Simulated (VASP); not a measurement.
## InSe: relaxation of cell and atoms with PBE+D3(BJ)

Crystal: InSe.

```
In Se
1.0
     4.04733    0.00000    0.00000
    -2.02366    3.50509    0.00000
     0.00000    0.00000   18.05206
In Se
4 4
Cartesian
  0.0000 0.0000 10.4231
  0.0000 0.0000 7.6289
  0.0000 2.3367 16.6550
  0.0000 2.3367 1.3971
  2.0237 1.1684 15.3984
  2.0237 1.1684 2.6537
  0.0000 2.3367 11.6800
  0.0000 2.3367 6.3721
```

Measurements of this composition are mostly on another form, of space group No. 160.

```yaml
Program: VASP 6.6.1
Task: relaxation of cell and atoms
Functional: PBE
Dispersion: D3(BJ)
Potentials_or_basis: VASP PAW PBE potentials, release 64 (In_d, Se)
Cutoff: 600 eV
k_mesh: 9 × 9 × 2
Occupations: gaussian, width 0.03 eV
Spin: no spin polarisation
Further_INCAR_settings: ALGO = Normal; EDIFF = 1e-06; IBRION = 2; EDIFFG = -0.01; NSW = 90; ISIF = 3
```

* Relaxed volume: 29.34 Å³/atom
* Relaxed cell: a = 4.037 Å, b = 4.037 Å, c = 16.631 Å, α = 90.00°, β = 90.00°, γ = 120.00°
* Space group after relaxing (to 0.05 Å): P-6m2 (No. 187)
* Energy gained by relaxing: 17.4 meV/atom
* Ionic steps: 35
* Pressure after relaxing: 0.0 GPa
* Band gap on the k mesh: 0.29 eV, direct
* Dispersion energy per atom: -0.299 eV

Forces on the atoms (eV/Å):
```
In   0.000  0.000  0.003
In   0.000  0.000 -0.003
In   0.000  0.000 -0.001
In   0.000  0.000  0.001
Se   0.000  0.000  0.002
Se   0.000  0.000 -0.002
Se   0.000  0.000 -0.002
Se   0.000  0.000  0.002
```

The path:
| step | energy change (eV) | largest force (eV/Å) | pressure (GPa) | volume (Å³) |
| --- | --- | --- | --- | --- |
| 1 | 0.0000 | 0.2588 | -0.01 | 256.09 |
| 2 | -0.0109 | 0.1413 | -0.29 | 256.01 |
| 3 | -0.0122 | 0.1573 | -0.43 | 255.97 |
| 4 | -0.0205 | 0.1703 | -0.26 | 254.00 |
| 5 | -0.0315 | 0.2042 | 0.16 | 249.10 |
| 6 | -0.0321 | 0.2152 | 0.32 | 247.56 |
| 7 | -0.0418 | 0.1668 | 0.22 | 246.94 |
| 8 | -0.0603 | 0.0401 | -0.05 | 245.09 |
| 9 | -0.0541 | 0.1701 | -0.47 | 241.40 |
| 10 | -0.0646 | 0.0512 | -0.21 | 243.63 |
| 11 | -0.0729 | 0.0474 | -0.23 | 242.88 |
| 12 | -0.0954 | 0.0446 | -0.25 | 240.60 |
| 13 | -0.1266 | 0.0716 | -0.16 | 235.98 |
| 14 | -0.0909 | 0.2000 | 0.41 | 226.50 |
| 15 | -0.1337 | 0.0731 | -0.03 | 233.95 |
| 16 | -0.1343 | 0.0816 | 0.00 | 233.13 |
| 17 | -0.1366 | 0.0482 | 0.05 | 233.54 |
| 18 | -0.1382 | 0.0253 | 0.13 | 234.13 |
| 19 | -0.1382 | 0.0264 | 0.14 | 234.25 |
| 20 | -0.1386 | 0.0290 | -0.02 | 235.21 |
| 21 | -0.1386 | 0.0285 | -0.05 | 235.26 |
| 22 | -0.1386 | 0.0304 | -0.05 | 235.23 |
| 23 | -0.1388 | 0.0059 | -0.03 | 235.31 |
| 24 | -0.1388 | 0.0100 | -0.03 | 235.34 |
| 25 | -0.1388 | 0.0081 | -0.03 | 235.33 |
| 26 | -0.1388 | 0.0110 | 0.00 | 235.15 |
| 27 | -0.1388 | 0.0145 | 0.03 | 234.99 |
| 28 | -0.1389 | 0.0122 | 0.02 | 234.97 |
| 29 | -0.1389 | 0.0188 | 0.01 | 234.88 |
| 30 | -0.1389 | 0.0375 | -0.01 | 234.72 |
| 31 | -0.1389 | 0.0246 | 0.01 | 234.84 |
| 32 | -0.1389 | 0.0194 | 0.00 | 234.83 |
| 33 | -0.1390 | 0.0103 | -0.01 | 234.79 |
| 34 | -0.1390 | 0.0096 | -0.03 | 234.72 |
| 35 | -0.1390 | 0.0027 | -0.02 | 234.75 |

Final structure:
```yaml
crystal:
  lattice:
    - [4.03714, 0.00000, 0.00000]
    - [-2.01857, 3.49626, 0.00000]
    - [0.00000, 0.00000, 16.63134]
  atoms:
    - { symbol: In, position: [0.00000, 0.00000, 0.58398] }
    - { symbol: In, position: [0.00000, 0.00000, 0.41602] }
    - { symbol: In, position: [0.33333, 0.66667, 0.91600] }
    - { symbol: In, position: [0.33333, 0.66667, 0.08400] }
    - { symbol: Se, position: [0.66667, 0.33333, 0.83862] }
    - { symbol: Se, position: [0.66667, 0.33333, 0.16138] }
    - { symbol: Se, position: [0.33333, 0.66667, 0.66126] }
    - { symbol: Se, position: [0.33333, 0.66667, 0.33874] }
```

Levels at points of the mesh, in eV from the valence-band top:
```tsv
k point	band 34	band 35	band 36	band 37	band 38	band 39	band 40	band 41	band 42	band 43
(0.00, 0.00, 0.00)	-1.24	-1.24	-1.16	-1.16	0.00	0.29	1.68	2.00	2.09	4.14
(0.00, 0.00, 0.50)	-1.20	-1.19	-1.19	-0.98	-0.94	1.11	1.20	2.06	2.09	4.18
```

Wall time 59 min on 2 MPI ranks on Intel(R) Xeon(R) Platinum 8488C (Sapphire Rapids) (shared host), peak memory 0.59 GiB a rank.

Caveat: spin-orbit coupling is left out, which moves the levels of the heavy elements. PBE gaps usually lie below the measured ones, often by a third to a half.
